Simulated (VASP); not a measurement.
# Nb (R-3m) in VASP: electric field gradients with PBE

Aim: the electric field gradients of Nb with PBE.

All numbers are computed with VASP 6.6.1; they aren't measurements. Logs are shortened: lines on timing, memory, paths and dates and some standing lists are left out, and cuts for length are marked.

## 1. The cell of the first run

The structure is trigonal, space group R-3m (No. 166). The conventional cell has a = 4.777 Å, b = 4.777 Å, c = 2.796 Å, α = 90.00°, β = 90.00°, γ = 120.00°. Nb (site symmetry -3m) is surrounded by 8 Nb at 2.80 to 2.91 Å.

## 2. Electric field gradients, PBE (equal xy, yz and zx shear strains of -3 %, crystal datasets)

INCAR reads:

```
PREC = Accurate ; ENCUT = 520
EDIFF = 1E-8 ; ISMEAR = -1
SIGMA = 0.03 ; LREAL = F
LASPH = T ; NELM = 60
ALGO = Normal ; ISIF = 2
LWAVE = F ; LCHARG = F
GGA = PE ; LEFG = T
NBANDS = 12
```

KPOINTS reads:

```
Automatic mesh
0
Gamma
  15 15 15
```

POSCAR reads:

```
Nb
1.0
   -1.7138685000      1.6639500000      1.6639500000
    1.6639500000     -1.7138685000      1.6639500000
    1.6639500000      1.6639500000     -1.7138685000
Nb
1
Direct
    0.0000000000      0.0000000000      0.0000000000
```

Potentials or basis: VASP PAW PBE potentials, release 64 (Nb_sv).

Command:

```console
$ cat potpaw_PBE.64/Nb_sv/POTCAR > POTCAR
$ mpirun -np 1 vasp_std > vasp.out
```

OUTCAR:

```text
PREC = Accurate
   ENCUT = 520
   EDIFF = 1E-8
   ISMEAR = -1
   LREAL = F
   LASPH = T
   NELM = 60
   ISIF = 2
   GGA = PE

 ion  position               nearest neighbor table
   1  0.000  0.000  0.000-

  LATTYP: Found a trigonal (rhomboedric) cell.
 ALAT       =     2.9111517378
 COS(alpha) =    -0.3463033748

  Lattice vectors:

 A1 = (  -1.7138685000,   1.6639500000,   1.6639500000)
 A2 = (   1.6639500000,  -1.7138685000,   1.6639500000)
 A3 = (   1.6639500000,   1.6639500000,  -1.7138685000)

Analysis of symmetry for initial positions (statically):
=====================================================================
 Subroutine PRICEL returns:
 Original cell was already a primitive cell.

 Routine SETGRP: Setting up the symmetry group for a
 trigonal (rhombohedral) supercell.

 Subroutine GETGRP returns: Found 12 space group operations
 (whereof 12 operations were pure point group operations)
 out of a pool of 12 trial point group operations.

The static configuration has the point symmetry D_3d.

Analysis of symmetry for dynamics (positions and initial velocities):
=====================================================================
 Subroutine PRICEL returns:
 Original cell was already a primitive cell.

 Routine SETGRP: Setting up the symmetry group for a
 trigonal (rhombohedral) supercell.

 Subroutine GETGRP returns: Found 12 space group operations
 (whereof 12 operations were pure point group operations)
 out of a pool of 12 trial point group operations.

The dynamic configuration has the point symmetry D_3d.

 Subroutine INISYM returns: Found 12 space group operations
 (whereof 12 operations are pure point group operations),
 and found     1 'primitive' translations

----------------------------------------------------------------------------------------

                                     Primitive cell

  volume of cell :      18.4155

  direct lattice vectors                    reciprocal lattice vectors
    -1.713868500  1.663950000  1.663950000     0.009156157  0.305205219  0.305205219
     1.663950000 -1.713868500  1.663950000     0.305205219  0.009156157  0.305205219
     1.663950000  1.663950000 -1.713868500     0.305205219  0.305205219  0.009156157

  length of vectors
     2.911151738  2.911151738  2.911151738     0.431722465  0.431722465  0.431722465

  position of ions in fractional coordinates (direct lattice)
     0.000000000  0.000000000  0.000000000

  ion indices of the primitive-cell ions
   primitive index   ion index
                 1           1

----------------------------------------------------------------------------------------

 KPOINTS: Automatic mesh

Automatic generation of k-mesh.
 Grid dimensions read from file:
 generate k-points for:   15   15   15

 Generating k-lattice:

  Cartesian coordinates                     Fractional coordinates (reciprocal lattice)
     0.000610410  0.020347015  0.020347015     0.066666667 -0.000000000 -0.000000000
     0.020347015  0.000610410  0.020347015    -0.000000000  0.066666667 -0.000000000
     0.020347015  0.020347015  0.000610410    -0.000000000 -0.000000000  0.066666667

  Length of vectors
     0.028781498  0.028781498  0.028781498

  Shift w.r.t. Gamma in fractional coordinates (k-lattice)
     0.000000000  0.000000000  0.000000000

 Subroutine IBZKPT returns following result:
 ===========================================

 Found    344 irreducible k-points:

 Following reciprocal coordinates:
            Coordinates               Weight
  0.000000  0.000000  0.000000      1.000000
  0.066667  0.000000  0.000000      6.000000
  0.133333  0.000000  0.000000      6.000000
  0.200000  0.000000  0.000000      6.000000
  0.266667  0.000000  0.000000      6.000000
  0.333333  0.000000  0.000000      6.000000
[... 16 lines left out ...]
  0.133333  0.133333  0.000000      6.000000
  0.200000  0.133333 -0.000000     12.000000
 [... further k-points ...]
   k-points           NKPTS =    344   k-points in BZ     NKDIM =    344   number of bands    NBANDS=     12
   number of dos      NEDOS =    301   number of ions     NIONS =      1
   total plane-waves  NPLWV =  13824
   dimension x,y,z NGX =    24 NGY =   24 NGZ =   24
   dimension x,y,z NGXF=    48 NGYF=   48 NGZF=   48
   ions per type =               1
   NGX,Y,Z   is equivalent  to a cutoff of  13.71, 13.71, 13.71 a.u.
   NGXF,Y,Z  is equivalent  to a cutoff of  27.41, 27.41, 27.41 a.u.
 SYSTEM =  unknown system
   PREC   = accura    normal or accurate (medium, high low for compatibility)
   ISTART =      0    job   : 0-new  1-cont  2-samecut
   ICHARG =      2    charge: 1-file 2-atom 10-const
   ISPIN  =      1    spin polarized calculation?
   LNONCOLLINEAR =      F non collinear calculations
   LSORBIT =      F    spin-orbit coupling
   LASPH  =      T    aspherical Exc in radial PAW
   ENCUT  =  520.0 eV  38.22 Ry    6.18 a.u.   5.41  5.41  5.41*2*pi/ulx,y,z
   NELM   =     60;   NELMIN=  2; NELMDL= -5     # of ELM steps
   EDIFF  = 0.1E-07   stopping-criterion for ELM
   LREAL  =      F    real-space projection
   EDIFFG = 0.1E-06   stopping-criterion for IOM
   NSW    =      0    number of steps for IOM
   IBRION =     -1    ionic relax: 0-MD 1-quasi-New 2-CG
   NFREE  =      0    steps in history (QN), initial steepest desc. (CG)
   ISIF   =      2    stress and relaxation
   ISYM   =      2    0-nonsym 1-usesym 2-fastsym
   POTIM  = 0.5000    time-step for ionic-motion
   TEBEG  =    0.0;   TEEND  =   0.0 temperature during run
   PSTRESS=    0.0 pullay stress
   NELECT =      13.0000    total number of electrons
   NUPDOWN=      -1.0000    fix difference up-down
   EMIN   =  10.00;   EMAX   =-10.00  energy-range for DOS
   EFERMI =   0.00;   METHOD = LEGACY
   ISMEAR =    -1;   SIGMA  =   0.03  broadening in eV -4-tet -1-fermi 0-gaus
   EFERMI_NEDOS =   21; number of points for ismear=-14 and -15
   IALGO  =     38    algorithm
   IMIX   =      4    mixing-type and parameters
     AMIX     =   0.40;   BMIX     =  1.00
     AMIX_MAG =   1.60;   BMIX_MAG =  1.00
  volume/ion in A,a.u.               =      18.42       124.27
  Fermi-wavevector in a.u.,A,eV,Ry     =   1.457676  2.754609 28.909931  2.124820
  Thomas-Fermi vector in A             =   2.574450
   LORBIT       =      0    0 simple, 1 ext, 2 COOP (PROOUT), +10 PAW based schemes
   GGA     = PE    functional components
   LHFCALC =     F    Hartree Fock is set to
   AEXX    =    0.0000 exact exchange contribution
   IVDW    =     0    specifies the selected vdW correction
   LEPSILON=     F    determine dielectric tensor
   LRPA    =     F    only Hartree local field effects (RPA)
 non-spin polarized calculation
  energy-cutoff  :      520.00
  volume of cell :       18.42
 maximum number of plane-waves:       513
 NGX is ok and might be reduce to    24
   NGX = 11   NGY = 11   NGZ = 11

 number of electron      13.0000000 magnetization

 Free energy of the ion-electron system (eV)
  ---------------------------------------------------
  ext. energy  EPLUGINS =         0.00000000
  ---------------------------------------------------
  free energy    TOTEN  =       -10.21241679 eV

  energy without entropy =      -10.20757079  energy(sigma->0) =      -10.20999379

 E-fermi :  10.8700     XC(G=0): -12.3840

 val. band max:       10.8697467511   @ k =  -0.3333   0.3333   0.0667
 cond. band min:      10.8714632557   @ k =  -0.4667   0.4667   0.2000
 fundamental gap:      0.0017165046
 Fermi energy:        10.8700313401

 k-point     1 :       0.0000    0.0000    0.0000
  band No.  band energies     occupation
      1     -43.5272      2.00000
      2     -18.9195      2.00000
      3     -18.9195      2.00000
      4     -18.7550      2.00000
      5       4.9717      2.00000
      6      10.8156      1.72017
      7      11.4183      0.00000
      8      11.4183      0.00000
      9      14.1385      0.00000
     10      14.1385      0.00000
     11      24.5435      0.00000
     12      25.2905      0.00000

 k-point     2 :       0.0667    0.0000    0.0000
  band No.  band energies     occupation
      1     -43.5165      2.00000
      2     -18.9492      2.00000
      3     -18.9192      2.00000
      4     -18.8090      2.00000
      5       5.1563      2.00000
      6      10.9367      0.19568
      7      11.3051      0.00000
      8      11.4848      0.00000
      9      13.9189      0.00000
     10      14.1169      0.00000
     11      24.7445      0.00000
     12      25.5895      0.00000

 k-point     3 :       0.1333    0.0000    0.0000
  band No.  band energies     occupation
      1     -43.4863      2.00000
      2     -19.0680      2.00000
      3     -18.9240      2.00000
      4     -18.9184      2.00000
      5       5.6738      2.00000
      6      10.9999      0.02605
      7      11.0976      0.00102
      8      11.8208      0.00000
      9      13.4899      0.00000
     10      14.0767      0.00000
     11      25.1994      0.00000
     12      26.4520      0.00000
[... 286 lines left out ...]
 k-point    23 :       0.1333    0.1333    0.0000
  band No.  band energies     occupation
      1     -43.4122      2.00000
      2     -19.4513      2.00000
      3     -19.0396      2.00000
      4     -18.9568      2.00000
      5       6.8483      2.00000
      6      10.5839      1.99986
      7      10.5878      1.99984
      8      13.0111      0.00000
      9      13.2790      0.00000
     10      14.2174      0.00000
     11      26.0314      0.00000
     12      26.4850      0.00000

 k-point    24 :       0.2000    0.1333   -0.0000
  band No.  band energies     occupation
      1     -43.3641      2.00000
      2     -19.6985      2.00000
      3     -19.1218      2.00000
      4     -18.9687      2.00000
      5       7.5443      2.00000
      6      10.0939      2.00000
      7      10.4232      2.00000
      8      13.1090      0.00000
      9      14.3755      0.00000
     10      14.6011      0.00000
     11      25.1962      0.00000
     12      26.2748      0.00000

 [... further k-points ...]

------------------------ aborting loop because EDIFF is reached ----------------------------------------

  FORCE on cell =-STRESS in cart. coord.  units (eV):
  Direction    XX          YY          ZZ          XY          YZ          ZX
  --------------------------------------------------------------------------------------
  -------------------------------------------------------------------------------------
  Total       -0.2984112     -0.2984112     -0.2984112      0.0414533      0.0414533      0.0414533
  in kB      -25.9621774    -25.9621774    -25.9621774      3.6064938      3.6064938      3.6064938
  external PRESSURE =     -25.9621774 kB  Pullay stress =       0.0000000 kB

 VOLUME and BASIS-vectors are now :
 -----------------------------------------------------------------------------
  energy-cutoff  :      520.00
  volume of cell :       18.42
      direct lattice vectors                 reciprocal lattice vectors
    -1.713868500  1.663950000  1.663950000     0.009156157  0.305205219  0.305205219
     1.663950000 -1.713868500  1.663950000     0.305205219  0.009156157  0.305205219
     1.663950000  1.663950000 -1.713868500     0.305205219  0.305205219  0.009156157

 POSITION                                       TOTAL-FORCE (eV/Angst)
 -----------------------------------------------------------------------------------
      0.00000      0.00000      0.00000        -0.000000     -0.000000      0.000000
 -----------------------------------------------------------------------------------
    total drift:                                0.000000      0.000000      0.000000

  FREE ENERGIE OF THE ION-ELECTRON SYSTEM (eV)
  ---------------------------------------------------
  free  energy   TOTEN  =       -10.2124167924 eV

  energy  without entropy=      -10.2075707896  energy(sigma->0) =      -10.20999379

 Electric field gradients (V/A^2)
---------------------------------------------------------------------
 ion       V_xx      V_yy      V_zz      V_xy      V_xz      V_yz
---------------------------------------------------------------------
   1       0.000    -0.000     0.000    12.217    12.217    12.217
---------------------------------------------------------------------

 Electric field gradients after diagonalization (V/A^2)
 (convention: |V_zz| > |V_xx| > |V_yy|)
----------------------------------------------------------------------
 ion       V_xx      V_yy      V_zz     asymmetry (V_yy - V_xx)/ V_zz
----------------------------------------------------------------------
   1     -12.217   -12.217    24.435       0.000
----------------------------------------------------------------------

           NMR quadrupolar parameters

 Cq : quadrupolar parameter    Cq=e*Q*V_zz/h
 eta: asymmetry parameters     (V_yy - V_xx)/ V_zz
 Q  : nuclear electric quadrupole moment in mb (millibarn)
----------------------------------------------------------------------
 ion       Cq(MHz)       eta       Q (mb)
----------------------------------------------------------------------
   1       0.059       0.000       1.000
----------------------------------------------------------------------
```

Run time: 26 s. Hardware: 1 thread of Intel Xeon 6975P-C (Granite Rapids), shared host; peak memory 0.19 GiB.

Results:

| Property | Result |
| --- | --- |
| Free energy | -10.2124 eV |
| Pressure | -2.6 GPa |
| Band gap on the k mesh | none (metal or under the smearing width) |

Electric field gradients, principal values (V/Å²):
| atom | Vxx | Vyy | Vzz |
| --- | --- | --- | --- |
| 1 Nb | -12.217 | -12.217 | 24.435 |
